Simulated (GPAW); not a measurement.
# CdSe (Fm-3m) in GPAW: single point with PBE

Aim: the single point of CdSe with PBE.

Everything below comes from runs of GPAW 26.7.0. Logs are shortened: lines on timing, memory, paths and dates and some standing lists are left out, and cuts for length are marked. The log counts tension as positive stress, the text compression.

## Step 1: The structure

It takes space group Fm-3m (No. 225, cubic). The conventional cell has a = 5.748 Å, b = 5.748 Å, c = 5.748 Å, α = 90.00°, β = 90.00°, γ = 90.00°. Cd (site symmetry m-3m) has 6 Se at 2.87 Å as nearest neighbours. Se (site symmetry m-3m) has 6 Cd at 2.87 Å as nearest neighbours.

Measurements of this composition are mostly on another form, of space group No. 186.

## Step 2: Single point, PBE

File run.py:

```python
import spglib
from ase import Atoms
from ase.dft.bandgap import bandgap
from ase.io import read, write
from ase.units import GPa
from gpaw import GPAW, PW

atoms = read('CdSe.cif')
cell, positions, numbers = spglib.find_primitive(
    (atoms.cell[:], atoms.get_scaled_positions(), atoms.numbers), symprec=1e-4)
atoms = Atoms(numbers, cell=cell, scaled_positions=positions, pbc=True)

calc = GPAW(mode=PW(450),
            xc='PBE',
            kpts={'size': (7, 7, 7), 'gamma': True},
            occupations={'name': 'fermi-dirac', 'width': 0.05},
            nbands=18,
            maxiter=120,
            txt='gpaw.txt')
atoms.calc = calc
energy = atoms.get_potential_energy()
forces = atoms.get_forces()
stress = atoms.get_stress()
calc.write('gs.gpw')
write('result.traj', atoms)
print(f'Energy: {energy:.6f} eV')
print('Forces (eV/A):')
print(forces.round(4))
print('Stress (GPa):', (stress / GPa).round(3))
print('Fermi level:', round(calc.get_fermi_level(), 4), 'eV')
print(f'Gap: {bandgap(calc)[0]:.4f} eV, direct: {bandgap(calc, direct=True)[0]:.4f} eV')
```

File CdSe.cif:

```cif
data_CdSe
_cell_length_a 5.74791600
_cell_length_b 5.74791600
_cell_length_c 5.74791600
_cell_angle_alpha 90.00000000
_cell_angle_beta 90.00000000
_cell_angle_gamma 90.00000000
_space_group_name_H-M_alt 'Fm-3m'
_space_group_name_Hall '-F 4 2 3'
_space_group_IT_number 225
loop_
_space_group_symop_operation_xyz
'x,y,z'
'-x,-y,-z'
'-y,x,z'
'y,-x,-z'
'-x,-y,z'
'x,y,-z'
'y,-x,z'
'-y,x,-z'
'x,-y,-z'
'-x,y,z'
'-y,-x,-z'
'y,x,z'
'-x,y,-z'
'x,-y,z'
'y,x,-z'
'-y,-x,z'
'z,x,y'
'-z,-x,-y'
'z,-y,x'
'-z,y,-x'
'z,-x,-y'
'-z,x,y'
'z,y,-x'
'-z,-y,x'
'-z,x,-y'
'z,-x,y'
'-z,-y,-x'
'z,y,x'
'-z,-x,y'
'z,x,-y'
'-z,y,x'
'z,-y,-x'
'y,z,x'
'-y,-z,-x'
'x,z,-y'
'-x,-z,y'
'-y,z,-x'
'y,-z,x'
'-x,z,y'
'x,-z,-y'
'-y,-z,x'
'y,z,-x'
'-x,-z,-y'
'x,z,y'
'y,-z,-x'
'-y,z,x'
'x,-z,y'
'-x,z,-y'
'x,y+1/2,z+1/2'
'-x,-y+1/2,-z+1/2'
'-y,x+1/2,z+1/2'
[... 62 lines left out ...]
'-z+1/2,-x,-y+1/2'
'z+1/2,-y,x+1/2'
'-z+1/2,y,-x+1/2'
'z+1/2,-x,-y+1/2'
'-z+1/2,x,y+1/2'
'z+1/2,y,-x+1/2'
'-z+1/2,-y,x+1/2'
'-z+1/2,x,-y+1/2'
'z+1/2,-x,y+1/2'
'-z+1/2,-y,-x+1/2'
'z+1/2,y,x+1/2'
'-z+1/2,-x,y+1/2'
'z+1/2,x,-y+1/2'
'-z+1/2,y,x+1/2'
'z+1/2,-y,-x+1/2'
'y+1/2,z,x+1/2'
'-y+1/2,-z,-x+1/2'
'x+1/2,z,-y+1/2'
'-x+1/2,-z,y+1/2'
'-y+1/2,z,-x+1/2'
'y+1/2,-z,x+1/2'
'-x+1/2,z,y+1/2'
'x+1/2,-z,-y+1/2'
'-y+1/2,-z,x+1/2'
'y+1/2,z,-x+1/2'
'-x+1/2,-z,-y+1/2'
'x+1/2,z,y+1/2'
'y+1/2,-z,-x+1/2'
'-y+1/2,z,x+1/2'
'x+1/2,-z,y+1/2'
'-x+1/2,z,-y+1/2'
'x+1/2,y+1/2,z'
'-x+1/2,-y+1/2,-z'
'-y+1/2,x+1/2,z'
'y+1/2,-x+1/2,-z'
'-x+1/2,-y+1/2,z'
'x+1/2,y+1/2,-z'
'y+1/2,-x+1/2,z'
'-y+1/2,x+1/2,-z'
'x+1/2,-y+1/2,-z'
'-x+1/2,y+1/2,z'
'-y+1/2,-x+1/2,-z'
'y+1/2,x+1/2,z'
'-x+1/2,y+1/2,-z'
'x+1/2,-y+1/2,z'
'y+1/2,x+1/2,-z'
'-y+1/2,-x+1/2,z'
'z+1/2,x+1/2,y'
'-z+1/2,-x+1/2,-y'
'z+1/2,-y+1/2,x'
'-z+1/2,y+1/2,-x'
'z+1/2,-x+1/2,-y'
'-z+1/2,x+1/2,y'
'z+1/2,y+1/2,-x'
'-z+1/2,-y+1/2,x'
'-z+1/2,x+1/2,-y'
'z+1/2,-x+1/2,y'
'-z+1/2,-y+1/2,-x'
'z+1/2,y+1/2,x'
'-z+1/2,-x+1/2,y'
'z+1/2,x+1/2,-y'
'-z+1/2,y+1/2,x'
'z+1/2,-y+1/2,-x'
'y+1/2,z+1/2,x'
'-y+1/2,-z+1/2,-x'
'x+1/2,z+1/2,-y'
'-x+1/2,-z+1/2,y'
'-y+1/2,z+1/2,-x'
'y+1/2,-z+1/2,x'
'-x+1/2,z+1/2,y'
'x+1/2,-z+1/2,-y'
'-y+1/2,-z+1/2,x'
'y+1/2,z+1/2,-x'
'-x+1/2,-z+1/2,-y'
'x+1/2,z+1/2,y'
'y+1/2,-z+1/2,-x'
'-y+1/2,z+1/2,x'
'x+1/2,-z+1/2,y'
'-x+1/2,z+1/2,-y'
loop_
_atom_site_label
_atom_site_type_symbol
_atom_site_symmetry_multiplicity
_atom_site_Wyckoff_symbol
_atom_site_fract_x
_atom_site_fract_y
_atom_site_fract_z
_atom_site_occupancy
Cd1 Cd 4 a 0.0000000000 0.0000000000 0.0000000000 1
Se1 Se 4 b 0.5000000000 0.0000000000 0.0000000000 1
```

Potentials or basis: GPAW PAW data sets (gpaw-data 1.2.1), pw.

Launch:

```bash
OMP_NUM_THREADS=1 python run.py
```

gpaw.txt:

```text
__  _  _
 | _ |_)|_||  |
 |__||  | ||/\| - 26.7.0

Input parameters:
  mode=PW(ecut=450.00000000000006),
  kpts=MonkhorstPack(size=(7, 7, 7), gamma=True),
  maxiter=120,
  nbands=18,
  occupations=Occupations(name='fermi-dirac', width=0.05),
  xc=XC(name='PBE')

Diagonalizing LCAO Hamiltonian
Converting LCAO to pw mode

                Se

       Cd

Atoms  # Å, Bohr magnetons
|   | symbol |        x |        y |        z |    initial magnetic moments |
|---|--------|----------|----------|----------|-----------------------------|
| 0 |     Cd | 0.000000 | 0.000000 | 0.000000 | ( 0.0000,  0.0000,  0.0000) |
| 1 |     Se | 2.873958 | 2.873958 | 2.873958 | ( 0.0000,  0.0000,  0.0000) |

Unit cell  # Å
| periodic |        x |        y |        z |  lengths |    angles |
|----------|----------|----------|----------|----------|-----------|
|      yes | 0.000000 | 2.873958 | 2.873958 | 4.064390 | 60.000000 |
|      yes | 2.873958 | 0.000000 | 2.873958 | 4.064390 | 60.000000 |
|      yes | 2.873958 | 2.873958 | 0.000000 | 4.064390 | 60.000000 |

Number of symmetries: 48
Symmetry operations  # r_c * U_cc + t_c -> r_c
|    | kind |            matrix            |
|----|------|------------------------------|
|  0 |  σ   |  1, 0, 0,  1, 0,-1,  1,-1, 0 |
|  1 |  C2  |  1, 0, 0,  1,-1, 0,  1, 0,-1 |
|  2 |  E   |  1, 0, 0,  0, 1, 0,  0, 0, 1 |
|  3 |  σ   |  1, 0, 0,  0, 0, 1,  0, 1, 0 |
|  4 |  C4  |  1, 0,-1,  1, 0, 0,  1,-1, 0 |
|  5 |  S6  |  1, 0,-1,  1,-1, 0,  1, 0, 0 |
|  6 |  σ   |  1, 0,-1,  0, 1,-1,  0, 0,-1 |
|  7 |  C3  |  1, 0,-1,  0, 0,-1,  0, 1,-1 |
|  8 |  S6  |  1,-1, 0,  1, 0, 0,  1, 0,-1 |
|  9 |  C4  |  1,-1, 0,  1, 0,-1,  1, 0, 0 |
| 10 |  C3  |  1,-1, 0,  0,-1, 1,  0,-1, 0 |
| 11 |  σ   |  1,-1, 0,  0,-1, 0,  0,-1, 1 |
| 12 |  σ   |  0, 1, 0,  1, 0, 0,  0, 0, 1 |
| 13 |  C4  |  0, 1, 0,  0, 1,-1, -1, 1, 0 |
| 14 |  C3  |  0, 1, 0,  0, 0, 1,  1, 0, 0 |
| 15 |  S6  |  0, 1, 0, -1, 1, 0,  0, 1,-1 |
| 16 |  C2  |  0, 1,-1,  1, 0,-1,  0, 0,-1 |
| 17 |  σ   |  0, 1,-1,  0, 1, 0, -1, 1, 0 |
| 18 |  S4  |  0, 1,-1,  0, 0,-1,  1, 0,-1 |
| 19 |  C4  |  0, 1,-1, -1, 1, 0,  0, 1, 0 |
| 20 |  C3  |  0, 0, 1,  1, 0, 0,  0, 1, 0 |
| 21 |  σ   |  0, 0, 1,  0, 1, 0,  1, 0, 0 |
| 22 |  S6  |  0, 0, 1,  0,-1, 1, -1, 0, 1 |
| 23 |  C4  |  0, 0, 1, -1, 0, 1,  0,-1, 1 |
| 24 |  S4  |  0, 0,-1,  1, 0,-1,  0, 1,-1 |
| 25 |  C3  |  0, 0,-1,  0, 1,-1,  1, 0,-1 |
| 26 |  C2  |  0, 0,-1,  0,-1, 0, -1, 0, 0 |
| 27 |  S6  |  0, 0,-1, -1, 0, 0,  0,-1, 0 |
| 28 |  S4  |  0,-1, 1,  1,-1, 0,  0,-1, 0 |
| 29 |  C4  |  0,-1, 1,  0, 0, 1, -1, 0, 1 |
| 30 |  C2  |  0,-1, 1,  0,-1, 0,  1,-1, 0 |
| 31 |  σ   |  0,-1, 1, -1, 0, 1,  0, 0, 1 |
| 32 |  C3  |  0,-1, 0,  1,-1, 0,  0,-1, 1 |
| 33 |  S6  |  0,-1, 0,  0, 0,-1, -1, 0, 0 |
| 34 |  S4  |  0,-1, 0,  0,-1, 1,  1,-1, 0 |
| 35 |  C2  |  0,-1, 0, -1, 0, 0,  0, 0,-1 |
| 36 |  C2  | -1, 1, 0,  0, 1, 0,  0, 1,-1 |
| 37 |  S6  | -1, 1, 0,  0, 1,-1,  0, 1, 0 |
| 38 |  S4  | -1, 1, 0, -1, 0, 1, -1, 0, 0 |
| 39 |  C3  | -1, 1, 0, -1, 0, 0, -1, 0, 1 |
| 40 |  S6  | -1, 0, 1,  0, 0, 1,  0,-1, 1 |
| 41 |  C2  | -1, 0, 1,  0,-1, 1,  0, 0, 1 |
| 42 |  C3  | -1, 0, 1, -1, 1, 0, -1, 0, 0 |
| 43 |  S4  | -1, 0, 1, -1, 0, 0, -1, 1, 0 |
| 44 |  C2  | -1, 0, 0,  0, 0,-1,  0,-1, 0 |
| 45 |  i   | -1, 0, 0,  0,-1, 0,  0, 0,-1 |
| 46 |  σ   | -1, 0, 0, -1, 1, 0, -1, 0, 1 |
| 47 |  C2  | -1, 0, 0, -1, 0, 1, -1, 1, 0 |

BZ-sampling:
  Number of BZ points: 343
  Number of IBZ points: 20

  Monkhorst-Pack size: [7, 7, 7]
  Monkhorst-Pack shift: [0, 0, 0]

K-points  # in reciprocal-cell coordinates
|     |                                coordinates |     weight |
|-----|--------------------------------------------|------------|
|   0 | (  0.00000000,   0.00000000,   0.00000000) | 0.00291545 |
|   1 | (  0.14285714,   0.14285714,   0.00000000) | 0.01749271 |
|   2 | (  0.14285714,   0.14285714,   0.14285714) | 0.02332362 |
|   3 | (  0.28571429,   0.14285714,   0.14285714) | 0.03498542 |
|   4 | (  0.28571429,   0.28571429,   0.00000000) | 0.01749271 |
|   5 | (  0.28571429,   0.28571429,   0.14285714) | 0.06997085 |
|   6 | (  0.28571429,   0.28571429,   0.28571429) | 0.02332362 |
|   7 | (  0.42857143,  -0.28571429,  -0.28571429) | 0.03498542 |
|   8 | (  0.42857143,   0.28571429,  -0.42857143) | 0.13994169 |
|   9 | (  0.42857143,   0.28571429,  -0.28571429) | 0.06997085 |
| ... |                                            |            |
|  19 | (  0.42857143,   0.42857143,   0.42857143) | 0.02332362 |

Plane wave coefficients: 1041
Cutoff: 450.00000000000006 eV

Spin-components: 1 (collinear spins)
Bands:           18
Projectors:      11
Spin-degeneracy: 2
Datatype:        complex128

Parallelization:
  kpt:    1
  domain: 1
  band:   1

Density:
  Valence electrons: 18.0
  Components: 1
  Grid points: [20 20 20]
  Charge: 0.0  # |e|

Potential:
  Grid points: [20 20 20]

species:
  Cd:
    name:    Cadmium
    Z:       48.0
    valence: 12
    core:    36
    charge:  0.0  # [|e|]
    compensation charges:
      type: gauss
      rc: 0.38  # [Å]
      lmax: 2
    cutoffs:
      filter: 2.12  # [Å]
      core: 2.62  # [Å]
    projectors
    | kind |    occ | energy [eV] | rcut [Å] |
    |------|--------|-------------|----------|
    |   5s |  2.000 |      -5.655 |    1.191 |
    |   5p |  0.000 |      -1.186 |    1.228 |
    |   4d | 10.000 |     -11.739 |    1.164 |
    |    s |        |      21.556 |    1.191 |
    |    p |        |      26.026 |    1.228 |
    |    d |        |      15.473 |    1.164 |

    Using partial waves for Cd as LCAO basis

  Se:
    name:    Selenium
    Z:       34.0
    valence: 6
    core:    28
    charge:  0.0  # [|e|]
    compensation charges:
      type: gauss
      rc: 0.27  # [Å]
      lmax: 2
    cutoffs:
      filter: 1.77  # [Å]
      core: 2.67  # [Å]
    projectors
    | kind |    occ | energy [eV] | rcut [Å] |
    |------|--------|-------------|----------|
    |   4s |  2.000 |     -17.277 |    0.847 |
    |   4p |  4.000 |      -6.512 |    1.005 |
    |    s |        |       9.935 |    0.847 |
    |    p |        |      20.699 |    1.005 |
    |    d |        |       0.000 |    0.847 |

    Using partial waves for Se as LCAO basis

Reference energy: -218276.650467  # eV

eigensolver:
  PPCG
  Converge bands: occupied
  niter=2

density mixing:
  MSR1-Mixer
  Pratt-step length: 0.05
  Maximum mixing coefficient: 0.75
  Old densities: 10
  SVD Regularization: 0.005
  Good broyden scale: 1.0
  Trust region scale: 1.0
  Backstep threshold: 4.0
  History deletion threshold: 6.0
  Fourier metric: weight=20.0, sigma=0.015

occupation numbers:
  Fermi-Dirac:
    width: 0.0500  # eV

poisson solver:
  ecut: 3600.0000000000005  # eV

xc functional:
  name: PBE with 2 nearest neighbor stencil

convergence criteria:
- Maximum [total energy] change in last 3 cyles: 0.0005 eV / valence electron
- Maximum integral of absolute [dens]ity change: 0.0001 electrons / valence electron
- Maximum integral of absolute [eigenst]ate change: 4e-08 eV^2 / valence electron
maximum number of iterations: 120

SCF iterations
|iter     | |      energy | eigst |  dens |
|---------|-|-------------|-------|-------|
|iter:   1| |   -5.766291 | -0.86 |       |
|iter:   2| |   -5.674952 | -2.71 | -1.16 |
|iter:   3| |   -5.353421 | -1.59 | -1.20 |
|iter:   4| |   -5.352378 | -3.67 | -1.87 |
|iter:   5| |   -5.352216c| -4.11 | -2.30 |
|iter:   6| |   -5.352241c| -5.97 | -3.18 |
|iter:   7| |   -5.352246c| -6.88 | -3.58 |
|iter:   8| |   -5.352246c| -7.88c| -4.96c|

Converged in 8 steps
Energy contributions relative to reference atoms: (reference = -218276.650467)

Energy contributions:
  Kinetic:          16.882719
  Coulomb:         -15.035555
  Zero:              0.042946
  External:          0.000000
  Xc:               -7.239621
  Entropy:          -0.005469
  Spinorbit:         0.000000
  ----------------------------
  Free energy:      -5.354980
  Extrapolated:     -5.352246

dipole moment: (-18.819627, -18.819627, -18.819627)  # |e|*Ang

Fermi level: 5.493
Eigenvalues  # (at kpt = [0.000, 0.000, 0.000])
| band index |      eig [eV] | occ [0-2] |
|------------|---------------|-----------|
|          0 |        -7.441 |     2.000 |
|          1 |        -2.402 |     2.000 |
|          2 |        -2.402 |     2.000 |
|          3 |        -2.384 |     2.000 |
|          4 |        -2.384 |     2.000 |
|          5 |        -2.384 |     2.000 |
[... 10 lines left out ...]
|         16 |        15.577 |     0.000 |
|         17 |        17.206 |     0.000 |

No gap
No difference between direct/indirect transitions

Forces  # eV/Ang
|        x |       y |       z |
|----------|---------|---------|
| -0.00000 | 0.00000 | 0.00000 |  # Cd   0
| -0.00000 | 0.00000 | 0.00000 |  # Se   1

Stress tensor  # eV/Ang^3
|        x |        y |        z |
|----------|----------|----------|
| 0.008876 | 0.000000 | 0.000000 |
| 0.000000 | 0.008876 | 0.000000 |
| 0.000000 | 0.000000 | 0.008876 |

# Writing to gs.gpw (mode='')
```

Wall time 6.3 s (1 thread of Arm Neoverse V1, shared host); peak memory 0.14 GiB.

What came out:

| Quantity | Value |
| --- | --- |
| Free energy | -5.3550 eV |
| Pressure | -1.4 GPa |
| Band gap on the k mesh | none (metal or under the smearing width) |

Levels at points of the mesh, in eV from the Fermi level:
```
           k point  band 6  band 7  band 8  band 9  band 10  band 11  band 12  band 13
(0.00, 0.00, 0.00)   -7.88   -0.68   -0.68   -0.68     0.04     8.63     8.63     8.63
```

Caveat: the cutoff is short for stress and forces, so pressures can be off by a GPa or more.
